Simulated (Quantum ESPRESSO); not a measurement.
Set up this calculation in Quantum ESPRESSO 7.5, as the native input.

| Item | Value |
| --- | --- |
| Task | band structure |
| Functional | PBEsol |
| Potentials or basis | GBRV 1.5 PBEsol |
| Cutoff | 762 eV |
| Density cutoff | 6095 eV |
| k mesh | 7 × 7 × 7 |
| Occupations | fermi-dirac, width 0.05 eV |
| Spin | no spin polarisation |
| Mixing beta | 0.5 |
| Most SCF iterations | 120 |
| SCF threshold | 1.6e-09 Ry |

ZnSiP2:

```xyz
8
Lattice="-2.6867 2.6867 5.2300 2.6867 -2.6867 5.2300 2.6867 2.6867 -5.2300" Properties=species:S:1:pos:R:3 pbc="T T T"
Zn    0.0000    2.6867    2.6150
Zn    0.0000    0.0000    0.0000
P     1.3434   -1.2504    3.9225
P     1.3434    3.9371   -1.3075
P     1.2504    1.3434    6.5375
P     1.4363    1.3434    1.3075
Si    2.6867    0.0000    2.6150
Si    0.0000    0.0000    5.2300
```

The cell is a database's computed one.

The input as run:

pw.in

```
&CONTROL
  calculation = 'scf'
  prefix = 'pwscf'
  outdir = './tmp'
  pseudo_dir = './pseudo'
  tprnfor = .true.
  tstress = .true.
  disk_io = 'low'
/
&SYSTEM
  ibrav = 0
  celldm(1) = 8
  nat = 8
  ntyp = 3
  ecutwfc = 56
  ecutrho = 448
  nbnd = 45
  occupations = 'smearing'
  smearing = 'fd'
  degauss = 0.00367493
/
&ELECTRONS
  conv_thr = 1.6d-09
  electron_maxstep = 120
  mixing_beta = 0.5
/
ATOMIC_SPECIES
Zn    65.3800 zn_pbesol_v1.uspp.F.UPF
P     30.9738 p_pbesol_v1.5.uspp.F.UPF
Si    28.0850 si_pbesol_v1.uspp.F.UPF
CELL_PARAMETERS alat
 -0.6346416618677   0.6346416618677   1.2354156896882
  0.6346416618677  -0.6346416618677   1.2354156896882
  0.6346416618677   0.6346416618677  -1.2354156896882
ATOMIC_POSITIONS crystal
Zn     0.7500000000    0.2500000000    0.5000000000
Zn     0.0000000000    0.0000000000    0.0000000000
P      0.1423012000    0.6250000000    0.0173012000
P      0.6076988000    0.1250000000    0.9826988000
P      0.8750000000    0.8576988000    0.4826988000
P      0.3750000000    0.3923012000    0.5173012000
Si     0.2500000000    0.7500000000    0.5000000000
Si     0.5000000000    0.5000000000    0.0000000000
K_POINTS automatic
7 7 7 0 0 0
```

bands.in

```
&CONTROL
  calculation = 'bands'
  prefix = 'pwscf'
  outdir = './tmp'
  pseudo_dir = './pseudo'
  disk_io = 'low'
  verbosity = 'high'
/
&SYSTEM
  ibrav = 0
  celldm(1) = 8
  nat = 8
  ntyp = 3
  ecutwfc = 56
  ecutrho = 448
  nbnd = 45
  occupations = 'smearing'
  smearing = 'fd'
  degauss = 0.00367493
/
&ELECTRONS
  conv_thr = 1d-08
  electron_maxstep = 120
  mixing_beta = 0.5
  diago_full_acc = .true.
  startingwfc = 'random'
/
ATOMIC_SPECIES
Zn    65.3800 zn_pbesol_v1.uspp.F.UPF
P     30.9738 p_pbesol_v1.5.uspp.F.UPF
Si    28.0850 si_pbesol_v1.uspp.F.UPF
CELL_PARAMETERS alat
 -0.6346416618677   0.6346416618677   1.2354156896882
  0.6346416618677  -0.6346416618677   1.2354156896882
  0.6346416618677   0.6346416618677  -1.2354156896882
ATOMIC_POSITIONS crystal
Zn     0.7500000000    0.2500000000    0.5000000000
Zn     0.0000000000    0.0000000000    0.0000000000
P      0.1423012000    0.6250000000    0.0173012000
P      0.6076988000    0.1250000000    0.9826988000
P      0.8750000000    0.8576988000    0.4826988000
P      0.3750000000    0.3923012000    0.5173012000
Si     0.2500000000    0.7500000000    0.5000000000
Si     0.5000000000    0.5000000000    0.0000000000
K_POINTS crystal
60
 0.0000000000  0.0000000000  0.0000000000 1
 0.0000000000  0.0000000000  0.0625000000 1
 0.0000000000  0.0000000000  0.1250000000 1
 0.0000000000  0.0000000000  0.1875000000 1
 0.0000000000  0.0000000000  0.2500000000 1
 0.0000000000  0.0000000000  0.3125000000 1
 0.0000000000  0.0000000000  0.3750000000 1
 0.0000000000  0.0000000000  0.4375000000 1
 0.0000000000  0.0000000000  0.5000000000 1
-0.1319474302  0.1319474302  0.5000000000 1
-0.1779540014  0.1779540014  0.4539934288 1
-0.2239605726  0.2239605726  0.4079868575 1
-0.2699671439  0.2699671439  0.3619802863 1
-0.3159737151  0.3159737151  0.3159737151 1
-0.2764770007  0.2764770007  0.2764770007 1
-0.2369802863  0.2369802863  0.2369802863 1
-0.1974835719  0.1974835719  0.1974835719 1
-0.1579868575  0.1579868575  0.1579868575 1
-0.1184901432  0.1184901432  0.1184901432 1
-0.0789934288  0.0789934288  0.0789934288 1
-0.0394967144  0.0394967144  0.0394967144 1
 0.0000000000  0.0000000000  0.0000000000 1
 0.0833333333  0.0833333333 -0.0833333333 1
 0.1666666667  0.1666666667 -0.1666666667 1
 0.2500000000  0.2500000000 -0.2500000000 1
 0.3333333333  0.3333333333 -0.3333333333 1
 0.4166666667  0.4166666667 -0.4166666667 1
 0.5000000000  0.5000000000 -0.5000000000 1
 0.4539934288  0.5460065712 -0.4539934288 1
 0.4079868575  0.5920131425 -0.4079868575 1
 0.3619802863  0.6380197137 -0.3619802863 1
 0.3159737151  0.6840262849 -0.3159737151 1
 0.2106491434  0.6226841899 -0.2106491434 1
 0.1053245717  0.5613420950 -0.1053245717 1
 0.0000000000  0.5000000000  0.0000000000 1
 0.0357142857  0.4642857143  0.0357142857 1
 0.0714285714  0.4285714286  0.0714285714 1
 0.1071428571  0.3928571429  0.1071428571 1
 0.1428571429  0.3571428571  0.1428571429 1
 0.1785714286  0.3214285714  0.1785714286 1
 0.2142857143  0.2857142857  0.2142857143 1
 0.2500000000  0.2500000000  0.2500000000 1
 0.3000000000  0.3000000000  0.1736105140 1
 0.3500000000  0.3500000000  0.0972210279 1
 0.4000000000  0.4000000000  0.0208315419 1
 0.4500000000  0.4500000000 -0.0555579441 1
 0.5000000000  0.5000000000 -0.1319474302 1
 0.5000000000  0.5000000000 -0.1779540014 1
 0.5000000000  0.5000000000 -0.2239605726 1
 0.5000000000  0.5000000000 -0.2699671439 1
 0.5000000000  0.5000000000 -0.3159737151 1
 0.5000000000  0.5000000000 -0.3619802863 1
 0.5000000000  0.5000000000 -0.4079868575 1
 0.5000000000  0.5000000000 -0.4539934288 1
 0.5000000000  0.5000000000 -0.5000000000 1
 0.0000000000  0.0000000000  0.5000000000 1
 0.0625000000  0.0625000000  0.4375000000 1
 0.1250000000  0.1250000000  0.3750000000 1
 0.1875000000  0.1875000000  0.3125000000 1
 0.2500000000  0.2500000000  0.2500000000 1
```

Potentials or basis: GBRV 1.5 PBEsol.

Command:

```console
$ OMP_NUM_THREADS=1 mpirun -n 2 pw.x -nk 2 -in pw.in > pw.out
$ OMP_NUM_THREADS=1 mpirun -n 2 pw.x -nk 2 -in bands.in > bands.out
```

It gave:

```yaml
Pressure: -0.7 GPa
Largest_force: 0.150 eV/Å
Band_gap_on_the_k_mesh: 1.20 eV, direct
Band_gap_along_the_path: 1.20 eV, direct
```

Caveat: some levels on the path didn't converge.

Run time: 7.8 min on 2 MPI ranks on Intel(R) Xeon(R) 6975P-C (Granite Rapids), with other jobs on the host, peak memory 1 GiB a rank.
